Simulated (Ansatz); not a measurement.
NaBr (rock salt)

```
NaBr
1.0
    0.00000     6.03598     6.03598
    3.01799     0.00000     3.01799
    3.01799     3.01799     0.00000
Br Na
2 2
Direct
  0.00000   0.00000   0.00000
  0.50000   0.00000   0.00000
  0.25000   0.50000   0.50000
  0.75000   0.50000   0.50000
```

Scan: atom 4 (Na, nearest neighbour Br at 3.018 Å; its periodic images, 4.3 Å or more away, move with it) is displaced along Cartesian x, direction (1.000, 0.000, 0.000) in Cartesian axes, by s. The other atoms stay.

Method: PBE (plane waves to 420 eV, PAW, scalar-relativistic; Ansatz, a program for electronic structure). k mesh 4×8×8 (Γ-centred), Fermi-Dirac smearing 0.05 eV. Stress and pressure are positive under compression. Left out: 2 of 11 points, with atoms too close for the PAW data. F∥ is the force on the atom along that direction. F⊥ is the part of the force across the line. NaBr was relaxed with its symmetry unable to fall. 

```tsv
s (Å)	|F⊥| (eV/Å)	P (GPa)	F∥ (eV/Å)
-0.728	0.310	___	___
-0.546	0.236	1.33	1.524
-0.364	0.159	___	0.706
-0.182	0.080	0.12	0.272
0.000	0.000	0.00	0.000
0.182	0.080	0.12	-0.272
0.364	0.159	___	-0.706
0.546	0.236	1.33	-1.524
0.728	0.310	___	___
```

Problem. Fill in the missing entries.

Solution. 
- -0.728, P (GPa): 2.84
- -0.728, F∥ (eV/Å): 3.090
- -0.364, P (GPa): 0.51
- 0.364, P (GPa): 0.51
- 0.728, P (GPa): 2.84
- 0.728, F∥ (eV/Å): -3.090

(A displaced cell: forces are minus the slopes of the energy, force constants its curvatures, and phonons follow from these.)
